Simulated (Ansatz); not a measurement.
# MgI2: the cell at several levels of theory

The task here is to estimate one member of a computed series from the others.

The runs shown are made with Ansatz 0.2.0. PAW datasets, plane waves, zero pressure. The cell comes from a prototype generator: it can be a known phase or a hypothetical one. Spin polarisation is off.

**The structure to begin with**

This is the cell as the run starts from it, not yet at rest; its lengths are not the crystal's.

The symmetry is Fm-3m (No. 225, cubic); a = 6.850 Å in the conventional setting, 26.79 Å³ an atom. Mg has 8 I at 2.97 Å; I has 4 Mg at 2.97 Å.

Coordinates:

Space group Fm-3m (No. 225). a = 6.850 Å, b = 6.850 Å, c = 6.850 Å, α = 90.00°, β = 90.00°, γ = 90.00°
| atom | site | symmetry | x | y | z |
| --- | --- | --- | --- | --- | --- |
| Mg | 4a | m-3m | 0.0000 | 0.0000 | 0.0000 |
| I | 8c | -43m | 0.2500 | 0.7500 | 0.7500 |

The first run:

File input.yaml:

```yaml
crystal:
  lattice:
    - [0.0, 3.4250391352, 3.4250391352]
    - [3.4250391352, 0.0, 3.4250391352]
    - [3.4250391352, 3.4250391352, 0.0]
  atoms:
    - { symbol: Mg, position: [0.0, 0.0, 0.0] }
    - { symbol: I, position: [0.25, 0.25, 0.25] }
    - { symbol: I, position: [0.75, 0.75, 0.75] }
kpoints:
  mp_grid: { grid: [6, 6, 6] }
hamiltonian:
  xc: pbe
scf:
  occupations: { method: fermi_dirac, width: 0.02 }
relax:
  f_tol: 0.005
  cell: {}
```

The run is started by

```sh
$ ansatz run input.yaml --threads 2 --pin off --max-ram 2211MiB --backend cpu --events-out ev --progress --plain --runs-dir out
```

Steps of the session up to this table: Relaxing with PBE; Relaxing with r2SCAN; Relaxation with PBEsol; LDA: cell and atoms; HSE06: cell and atoms.

One table of the session follows, with a row left open; its other results are not shown here.

It belongs to the step «The cells side by side». 

```
 level  a (Å)  volume (Å³/atom)
   PBE  7.528            35.548
r2SCAN  7.511            35.317
PBEsol      ?                 ?
   LDA  7.337            32.910
 HSE06  7.479            34.855
```

Q: Estimate the row for PBEsol from the others.

**Answer.** a (Å): 7.414; volume (Å³/atom): 33.955. In the column «a (Å)» it lies between LDA (7.337) and HSE06 (7.479).

What this shows: The first relaxation changed the volume by +32.7 % from the start. The volume runs from LDA (least) to PBE (most), a spread of 8.0 %, or 2.6 % in length if all axes shared it alike. The meshes differ: PBE 6×6×6, r2SCAN 6×6×6, PBEsol 6×6×6, LDA 6×6×6, HSE06 4×4×4.
